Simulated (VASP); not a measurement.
# Si (P6_3/mmc) in VASP: a series of runs, part 2 of 2

VASP 6.6.1. Earlier steps stand in the parts before.

### 4 Single point, PBE

INCAR reads:

```
ADDGRID  = False        
ALGO     = Normal         # electronic algorithm
EDIFF    = 1E-6           # SCF threshold, eV
ENCUT    = 460            # plane-wave cutoff, eV
GGA      = PE             # functional
ISIF     = 2              # what is computed and relaxed
ISMEAR   = 0              # smearing method
LASPH    = True           # aspherical terms in the spheres
LCHARG   = False          # write CHGCAR
LREAL    = False          # projectors in reciprocal space
LWAVE    = False          # write WAVECAR
NBANDS   = 16             # bands
NELM     = 100            # most SCF steps
PREC     = Accurate       # precision mode
SIGMA    = 0.05           # smearing width, eV
```

KPOINTS reads:

```
k-points
0
Gamma
  7 7 4
```

POSCAR reads:

```
Si
1.0
    3.8313174605      0.0000000000      0.0000000000
   -1.9156587303      3.3180182508      0.0000000000
    0.0000000000      0.0000000000      6.3326220002
Si
4
Direct
    0.6666666667      0.3333333333      0.9369905000
    0.3333333333      0.6666666667      0.4369905000
    0.6666666667      0.3333333333      0.5630095000
    0.3333333333      0.6666666667      0.0630095000
```

Potentials or basis: VASP PAW PBE potentials, release 64 (Si).

On the command line:

```sh
$ cat potpaw_PBE.64/Si/POTCAR > POTCAR
$ mpirun -np 1 vasp_std > vasp.out
```

OUTCAR:

```text
EDIFF = 1E-6
   ENCUT = 460
   GGA = PE
   ISIF = 2
   ISMEAR = 0
   LASPH = True
   LREAL = False
   NELM = 100
   PREC = Accurate

 Found     24 irreducible k-points:

 Following reciprocal coordinates:
            Coordinates               Weight
  0.000000  0.000000  0.000000      1.000000
  0.142857  0.000000  0.000000      6.000000
  0.285714  0.000000  0.000000      6.000000
  0.428571 -0.000000  0.000000      6.000000
  0.142857  0.142857  0.000000      6.000000
  0.285714  0.142857  0.000000     12.000000
   k-points           NKPTS =     24   k-points in BZ     NKDIM =     24   number of bands    NBANDS=     16
   number of dos      NEDOS =    301   number of ions     NIONS =      4
   total plane-waves  NPLWV =  37632
   dimension x,y,z NGX =    28 NGY =   28 NGZ =   48
   dimension x,y,z NGXF=    56 NGYF=   56 NGZF=   96
   ions per type =               4
   NGX,Y,Z   is equivalent  to a cutoff of  12.15, 12.15, 12.60 a.u.
   NGXF,Y,Z  is equivalent  to a cutoff of  24.30, 24.30, 25.20 a.u.
 SYSTEM =  unknown system
   PREC   = accura    normal or accurate (medium, high low for compatibility)
   ISTART =      0    job   : 0-new  1-cont  2-samecut
   ICHARG =      2    charge: 1-file 2-atom 10-const
   ISPIN  =      1    spin polarized calculation?
   LNONCOLLINEAR =      F non collinear calculations
   LSORBIT =      F    spin-orbit coupling
   LASPH  =      T    aspherical Exc in radial PAW
   ENCUT  =  460.0 eV  33.81 Ry    5.81 a.u.   6.70  6.70 11.07*2*pi/ulx,y,z
   NELM   =    100;   NELMIN=  2; NELMDL= -5     # of ELM steps
   EDIFF  = 0.1E-05   stopping-criterion for ELM
   LREAL  =      F    real-space projection
   EDIFFG = 0.1E-04   stopping-criterion for IOM
   NSW    =      0    number of steps for IOM
   IBRION =     -1    ionic relax: 0-MD 1-quasi-New 2-CG
   NFREE  =      0    steps in history (QN), initial steepest desc. (CG)
   ISIF   =      2    stress and relaxation
   ISYM   =      2    0-nonsym 1-usesym 2-fastsym
   POTIM  = 0.5000    time-step for ionic-motion
   TEBEG  =    0.0;   TEEND  =   0.0 temperature during run
   PSTRESS=    0.0 pullay stress
   NELECT =      16.0000    total number of electrons
   NUPDOWN=      -1.0000    fix difference up-down
   EMIN   =  10.00;   EMAX   =-10.00  energy-range for DOS
   EFERMI =   0.00;   METHOD = LEGACY
   ISMEAR =     0;   SIGMA  =   0.05  broadening in eV -4-tet -1-fermi 0-gaus
   EFERMI_NEDOS =   21; number of points for ismear=-14 and -15
   IALGO  =     38    algorithm
   IMIX   =      4    mixing-type and parameters
     AMIX     =   0.40;   BMIX     =  1.00
     AMIX_MAG =   1.60;   BMIX_MAG =  1.00
  volume/ion in A,a.u.               =      20.13       135.81
  Fermi-wavevector in a.u.,A,eV,Ry     =   0.955384  1.805414 12.418837  0.912759
  Thomas-Fermi vector in A             =   2.084217
   LORBIT       =      0    0 simple, 1 ext, 2 COOP (PROOUT), +10 PAW based schemes
   GGA     = PE    functional components
   LHFCALC =     F    Hartree Fock is set to
   AEXX    =    0.0000 exact exchange contribution
   IVDW    =     0    specifies the selected vdW correction
   LEPSILON=     F    determine dielectric tensor
   LRPA    =     F    only Hartree local field effects (RPA)
 non-spin polarized calculation
 Gauss-broadening in eV      SIGMA  =   0.05
  energy-cutoff  :      460.00
  volume of cell :       80.50
 maximum number of plane-waves:      1834
 NGX is ok and might be reduce to    28
   NGX = 13   NGY = 13   NGZ = 23

 number of electron      15.9999999 magnetization

 Free energy of the ion-electron system (eV)
  ---------------------------------------------------
  ext. energy  EPLUGINS =         0.00000000
  ---------------------------------------------------
  free energy    TOTEN  =       -21.64075069 eV

  energy without entropy =      -21.64075069  energy(sigma->0) =      -21.64075069

 E-fermi :   6.2505     XC(G=0):  -9.3830

 val. band max:        6.0300184153   @ k =   0.0000   0.0000   0.0000
 cond. band min:       6.5108919905   @ k =   0.4286  -0.0000   0.0000
 fundamental gap:      0.4808735751
 Fermi energy:         6.2504965328

 k-point     1 :       0.0000    0.0000    0.0000
  band No.  band energies     occupation
      1      -6.1613      2.00000
      2      -3.8774      2.00000
      3      -1.1837      2.00000
      4       4.5126      2.00000
      5       4.5126      2.00000
      6       5.6773      2.00000
[... 8 lines left out ...]
     15      10.2000      0.00000
     16      11.9540      0.00000

 k-point     2 :       0.1429    0.0000    0.0000
  band No.  band energies     occupation
      1      -5.9246      2.00000
      2      -3.6355      2.00000
      3      -1.0692      2.00000
      4       2.9814      2.00000
      5       4.0830      2.00000
      6       4.5524      2.00000
[... 8 lines left out ...]
     15      11.0559      0.00000
     16      11.3186      0.00000

 k-point     3 :       0.2857    0.0000    0.0000
  band No.  band energies     occupation
      1      -5.2368      2.00000
      2      -2.9281      2.00000
      3      -1.0797      2.00000
      4       1.3201      2.00000
      5       2.3276      2.00000
      6       3.4210      2.00000
[... 8 lines left out ...]
     15      12.4622      0.00000
     16      12.7723      0.00000

 k-point     4 :       0.4286   -0.0000    0.0000
  band No.  band energies     occupation
      1      -4.2536      2.00000
      2      -2.0815      2.00000
      3      -1.8956      2.00000
      4       0.4650      2.00000
      5       1.2531      2.00000
      6       3.0295      2.00000
[... 8 lines left out ...]
     15      12.4486      0.00000
     16      14.0473      0.00000

 k-point     5 :       0.1429    0.1429    0.0000
  band No.  band energies     occupation
      1      -5.4607      2.00000
      2      -3.1593      2.00000
      3      -0.9864      2.00000
      4       1.8084      2.00000
      5       3.0601      2.00000
      6       3.0601      2.00000
[... 8 lines left out ...]
     15      10.6761      0.00000
     16      12.1032      0.00000

 k-point     6 :       0.2857    0.1429    0.0000
  band No.  band energies     occupation
      1      -4.5892      2.00000
      2      -2.2540      2.00000
      3      -1.5565      2.00000
      4       1.2467      2.00000
      5       1.2735      2.00000
      6       2.2253      2.00000
[... 8 lines left out ...]
     15      12.6406      0.00000
     16      12.8608      0.00000

 [... further k-points ...]

------------------------ aborting loop because EDIFF is reached ----------------------------------------

  FORCE on cell =-STRESS in cart. coord.  units (eV):
  Direction    XX          YY          ZZ          XY          YZ          ZX
  --------------------------------------------------------------------------------------
  -------------------------------------------------------------------------------------
  Total        0.7028877      0.7028877      0.6638879     -0.0000000      0.0000000      0.0000000
  in kB       13.9889801     13.9889801     13.2127993     -0.0000000      0.0000000      0.0000000
  external PRESSURE =      13.7302532 kB  Pullay stress =       0.0000000 kB

 VOLUME and BASIS-vectors are now :
 -----------------------------------------------------------------------------
  energy-cutoff  :      460.00
  volume of cell :       80.50
      direct lattice vectors                 reciprocal lattice vectors
     3.831317461  0.000000000  0.000000000     0.261006823  0.150692360  0.000000000
    -1.915658730  3.318018251  0.000000000     0.000000000  0.301384720  0.000000000
     0.000000000  0.000000000  6.332622000     0.000000000  0.000000000  0.157912473

 POSITION                                       TOTAL-FORCE (eV/Angst)
 -----------------------------------------------------------------------------------
      1.91566      1.10601      5.93361        -0.000000      0.000000      0.010156
     -0.00000      2.21201      2.76730         0.000000     -0.000000      0.010156
      1.91566      1.10601      3.56533        -0.000000      0.000000     -0.010156
     -0.00000      2.21201      0.39902         0.000000     -0.000000     -0.010156
 -----------------------------------------------------------------------------------
    total drift:                                0.000000     -0.000000      0.000000

  FREE ENERGIE OF THE ION-ELECTRON SYSTEM (eV)
  ---------------------------------------------------
  free  energy   TOTEN  =       -21.6407506877 eV

  energy  without entropy=      -21.6407506877  energy(sigma->0) =      -21.64075069
```

Run time: 13 s. Hardware: 1 thread of Intel Xeon Platinum 8488C (Sapphire Rapids), shared host; peak memory 0.17 GiB.

The run converged, but some of its settings lie outside the range that counts as converged, so its numbers aren't taken as properties of the crystal.

Results:

* Free energy: -21.6408 eV
* Pressure: 1.4 GPa
* Largest force: 0.010 eV/Å
* Band gap on the k mesh: 0.48 eV, indirect (least direct gap 1.03 eV)

Caveat: an odd mesh through Γ misses points on the zone boundary, where band edges often lie.

### 5 Single point, PBE

INCAR is that of step 4.

KPOINTS is that of step 4.

POSCAR reads:

```
Si
1.0
    3.8313174605      0.0000000000      0.0000000000
   -1.9156587303      3.3180182508      0.0000000000
    0.0000000000      0.0000000000      6.3326220002
Si
4
Direct
    0.6655130000      0.3227030000      0.9380340000
    0.3547120000      0.6831860000      0.4293900000
    0.6599490000      0.3251260000      0.5656880000
    0.3139780000      0.6447660000      0.0617650000
```

On the command line:

```sh
$ cat potpaw_PBE.64/Si/POTCAR > POTCAR
$ mpirun -np 1 vasp_std > vasp.out
```

Wall time 50 s (1 thread of Intel Xeon Platinum 8488C (Sapphire Rapids), shared host); peak memory 0.21 GiB.

These settings aren't checked as converged: the numbers below hold their error.

What came out:

- Free energy: -21.5302 eV
- Pressure: 1.6 GPa
- Largest force: 1.364 eV/Å
- Band gap on the k mesh: 0.17 eV, indirect (least direct gap 0.76 eV)

Caveat: an odd mesh through Γ misses points on the zone boundary, where band edges often lie.

### 6 For comparison

An earlier run on the cell as given: functional PBE; potentials or basis VASP PAW PBE potentials, release 64 (Si); cutoff 520 eV; k mesh 8 × 8 × 4; occupations fermi-dirac, width 0.05 eV; no spin polarisation.

* Pressure: 1.4 GPa
* Largest force: 0.008 eV/Å
* Band gap on the k mesh: 0.42 eV, indirect (least direct gap 1.03 eV)
